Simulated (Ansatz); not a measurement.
Data:

```
CELL_PARAMETERS angstrom
     -2.26112     2.26112     5.75894
      2.26112    -2.26112     5.75894
      2.26112     2.26112    -5.75894
ATOMIC_POSITIONS crystal
  Cu 0.75000 0.25000 0.50000
  Cu 0.00000 0.00000 0.00000
  In 0.25000 0.75000 0.50000
  In 0.50000 0.50000 0.00000
  S  0.08147 0.12500 0.45647
  S  0.66853 0.62500 0.54353
  S  0.37500 0.91853 0.04353
  S  0.87500 0.33147 0.95647
```

No spin polarisation.

Calculations: plane-wave PAW DFT at the PBE level (Ansatz, a first-principles code, 420 eV), no spin-orbit coupling. Γ-centred 8×8×8 mesh, Fermi–Dirac width 0.05 eV.

Question: Predict the valence-band top at Γ, electron mass and band gap.

Answer: The valence-band top at Γ (three highest levels, from the VBM) is 0.00, 0.00, -1.65 eV and the electron mass is 0.26 mₑ along c, 0.10 mₑ across (at Γ). The band gap comes out as 0.76 eV.

From pressure 60 GPa on, the axis ratios lie over 15 % from the base's, so the cell there is far from its starting form. Load acts through the strain it causes; cell and atoms are relaxed under it. Effective masses come from finite differences of ±0.01 Å⁻¹. Stability against distortions was not tested. Competing high-pressure phases were not computed. All final runs are without spin polarisation. The cell was made from InCuS₂ in the chalcopyrite structure (space group I-42d, No. 122) by this change: pressure 60 GPa.
